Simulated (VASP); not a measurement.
# CdSe: dielectric tensor with PBE

CdSe:

```
CELL_PARAMETERS angstrom
0.00000 3.10270 3.10270
3.10270 0.00000 3.10270
3.10270 3.10270 0.00000
ATOMIC_POSITIONS crystal
Cd 0.00000 0.00000 0.00000
Se 0.75000 0.75000 0.75000
```

Measurements of this composition are mostly on another form, of space group No. 186.

| Item | Value |
| --- | --- |
| Program | VASP 6.6.1 |
| Task | dielectric tensor |
| Functional | PBE |
| Potentials or basis | VASP PAW PBE potentials, release 64 (Cd, Se) |
| Cutoff | 600 eV |
| k mesh | 12 × 12 × 12 |
| Occupations | gaussian, width 0.03 eV |
| Spin | no spin polarisation |
| Monkhorst-Pack mesh | yes |
| Further INCAR settings | ALGO = Normal; EDIFF = 1e-08 |

```
Electronic dielectric tensor (diagonal) : 8.02
Born charges (mean of the diagonal)     : Cd +2.32; Se -2.32 e
```

Levels at points of the mesh, in eV from the valence-band top:
```csv
k point,band 6,band 7,band 8,band 9,band 10,band 11,band 12,band 13
"(0.04, 0.04, 0.04)",-7.42,-0.26,0.00,0.00,0.75,5.90,5.96,5.96
```

Electronic dielectric tensor:
```
8.02 0.00 0.00
0.00 8.02 0.00
0.00 0.00 8.02
```

Born effective charge tensors (e):
atom 1, Cd
```
2.32 0.00 0.00
0.00 2.32 0.00
0.00 0.00 2.32
```
atom 2, Se
```
-2.32  0.00  0.00
 0.00 -2.32  0.00
 0.00  0.00 -2.32
```

Wall time 25 min on 1 thread of Intel(R) Xeon(R) 6975P-C (Granite Rapids) (shared host), peak memory 2 GiB.
